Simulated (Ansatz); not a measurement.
# CaSe: the cost of one run

Program: Ansatz 0.2.0. Level of theory: DFT PBE, scalar-relativistic, plane waves, PAW. These are calculated values, not measurements.

The COD entry's cell or inner coordinates are ideal or old and differ from later refinements, so a difference from it is no clean test against experiment.

### 1 The system as given

The structure is cubic, space group Fm-3m (No. 225). The conventional cell has a = 5.912 Å, b = 5.912 Å, c = 5.912 Å, α = 90.00°, β = 90.00°, γ = 90.00°. Ca (site symmetry m-3m) has 6 Se at 2.96 Å as nearest neighbours. Around Se (site symmetry m-3m) lie 6 Ca at 2.96 Å.

Structure file:

```cif
data_structure
_symmetry_space_group_name_H-M 'P 1'
_symmetry_Int_Tables_number 1
_cell_length_a 4.1804
_cell_length_b 4.1804
_cell_length_c 4.1804
_cell_angle_alpha 60.000
_cell_angle_beta 60.000
_cell_angle_gamma 60.000
_cell_volume 51.66
loop_
_atom_site_label
_atom_site_type_symbol
_atom_site_fract_x
_atom_site_fract_y
_atom_site_fract_z
_atom_site_occupancy
Ca1 Ca 0.00000 0.00000 0.00000 1
Se1 Se 0.50000 0.50000 0.50000 1
```

The structure comes from the Crystallography Open Database.

### 2 The base run

input.yaml

```yaml
crystal:
  lattice:
    - [0.0, 2.956, 2.956]
    - [2.956, 0.0, 2.956]
    - [2.956, 2.956, 0.0]
  atoms:
    - { symbol: Ca, position: [0.0, 0.0, 0.0] }
    - { symbol: Se, position: [0.5, 0.5, 0.5] }
basis:
  ecutwfc: 420
  fft_grid_basis: typed
kpoints:
  mp_grid: { grid: [8, 8, 8] }
hamiltonian:
  xc: pbe
scf:
  occupations: { method: gaussian, width: 0.05 }
output:
  forces: true
  stress: true
  eigenvalues: true
  bader: true
  write_density: true
  volumetric_format: npy
  elf: true
```

On the command line:

```
$ ansatz run input.yaml --threads 1 --pin off --max-ram 2560MiB --backend cpu --events-out ev --progress --plain --runs-dir out
```

**Question.** How long does this run take on 1 thread of AMD EPYC 9R45 (Zen 5), shared host, and how much memory does it need?

About 6.2 s, with a peak of 0.36 GiB.
